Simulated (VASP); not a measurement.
HgTe:

```
Hg Te
1.0
     0.00000    2.92150    2.92150
     2.92150    0.00000    2.92150
     2.92150    2.92150    0.00000
Hg Te
1 1
Cartesian
  0.0000 0.0000 0.0000
  2.9215 2.9215 2.9215
```

Measurements of this composition are mostly on another form, of space group No. 216.

Base run:

| Item | Value |
| --- | --- |
| Program | VASP 6.6.1 |
| Functional | PBE |
| Potentials or basis | VASP PAW PBE potentials, release 64 (Hg, Te) |
| Cutoff | 520 eV |
| k mesh | 12 × 12 × 12 |
| Occupations | fermi-dirac, width 0.08 eV |
| Spin | no spin polarisation |

Its results: band gap on the k mesh none (metal or under the smearing width); pressure 10.7 GPa.

**Question.** The run is repeated on the same cell with these changes: functional from PBE to PBEsol. What comes out?

**Answer.** Band gap on the k mesh none (metal or under the smearing width); pressure 6.4 GPa.

PBEsol binds more tightly than PBE, so the same cell stands under less pressure.

Caveats: the PAW data sets were made with another functional, which shifts forces and pressure a little (some runs).
